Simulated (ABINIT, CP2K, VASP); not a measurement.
Cu: programs and potentials compared

```
Cu
1.0
     2.53076    0.00000    0.00000
    -1.26538    2.19171    0.00000
     0.00000    0.00000   23.26182
Cu
5
Cartesian
  0.0000 0.0000 7.5000
  0.0000 1.4611 9.5655
  0.0000 0.0000 11.6309
  1.2654 0.7306 13.6964
  0.0000 0.0000 15.7618
```

Alike in all runs: functional PBE; k mesh 12 × 12 × 1; occupations fermi-dirac, width 0.05 eV; no spin polarisation; no spin-orbit coupling.

| program and potentials | plane-wave cutoff (eV) | notes | band gap (eV) | largest force (eV/Å) |
| --- | --- | --- | --- | --- |
| VASP, PBE PAW files Cu, 520 eV | 520 | 11 valence electrons an atom on average | no gap | 0.188 |
| ABINIT, JTH PAW PBE v2.0 | 707 | 19 valence electrons an atom on average | ? | ? |
| CP2K, POTENTIAL_UZH Cu GTH-PBE-q11; TZVP-MOLOPT-PBE-GTH basis | - | atomic basis; 11 valence electrons an atom on average | no gap | 0.330 |

Estimate from the other rows what the run with ABINIT, JTH PAW PBE v2.0 gave.

No band gap; largest force 0.173 eV/Å. The other rows, which needn't bracket it: largest force 0.188 to 0.330.
